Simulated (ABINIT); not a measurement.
Crystal: KTaO3.

```
Ta K O
1.0
     3.98830    0.00000    0.00000
     0.00000    3.98830    0.00000
     0.00000    0.00000    3.98830
Ta K O
1 1 3
Direct
  0.00000 0.00000 0.00000
  0.50000 0.50000 0.50000
  0.00000 0.00000 0.50000
  0.00000 0.50000 0.00000
  0.50000 0.00000 0.00000
```

Base run:

```yaml
Program: ABINIT 10.8.3 (patched build)
Functional: PBE
Potentials_or_basis: PseudoDojo NC SR PBE v0.4.1 standard
Cutoff: 1143 eV
k_mesh: 7 × 7 × 7
Occupations: fermi-dirac, width 0.05 eV
Spin: no spin polarisation
```

Its results: band gap on the k mesh 2.30 eV, indirect (least direct gap 2.87 eV); pressure 4.4 GPa.

Problem. The run is repeated on the same cell with these changes: potentials or basis from PseudoDojo NC SR PBE v0.4.1 standard to JTH PAW PBE v2.0; cutoff from 1143 eV to 626 eV. What comes out?

Solution. Band gap on the k mesh 2.24 eV, indirect (least direct gap 2.80 eV); pressure 5.5 GPa.

Caveats: spin-orbit coupling is left out, which moves the levels of the heavy elements; an odd mesh through Γ misses points on the zone boundary, where band edges often lie; the atomic spheres overlap (some runs).
